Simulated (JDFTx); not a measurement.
Ca:

```
Ca
1.0
     0.00000    2.79420    2.79420
     2.79420    0.00000    2.79420
     2.79420    2.79420    0.00000
Ca
1
Cartesian
  0.0000 0.0000 0.0000
```

```yaml
Program: JDFTx 1.7.0 (patched build)
Task: relaxation of cell and atoms
Functional: PBE
Potentials_or_basis: PseudoDojo-SR-PBE-0.5-stringent with smoothed tails
Cutoff: 925 eV
Density_cutoff: 3701 eV
k_mesh: 8 × 8 × 8
Occupations: fermi-dirac, width 0.05 eV
Spin: no spin polarisation
```

At the start: pressure -0.6 GPa; volume 43.63 Å³/atom.

How do energy, volume and symmetry change on relaxing?

Over 5 steps the energy falls by 2.8 meV/atom and the volume is 42.12 Å³/atom (-3.5 %); space group Fm-3m (No. 225, to 0.05 Å).

Step by step:
| step | energy change (eV) | largest force (eV/Å) | pressure (GPa) | volume (Å³) |
| --- | --- | --- | --- | --- |
| 1 | 0.0000 | 0.0000 | -0.58 | 43.63 |
| 2 | -0.0009 | 0.0000 | -0.49 | 43.37 |
| 3 | -0.0028 | 0.0000 | 0.01 | 42.09 |
| 4 | -0.0028 | 0.0000 | 0.01 | 42.12 |
| 5 | -0.0028 | 0.0000 | 0.00 | 42.12 |

Final structure:
```yaml
crystal:
  lattice:
    - [0.00000, 2.76153, 2.76153]
    - [2.76153, 0.00000, 2.76153]
    - [2.76153, 2.76153, 0.00000]
  atoms:
    - { symbol: Ca, position: [0.00000, 0.00000, 0.00000] }
```
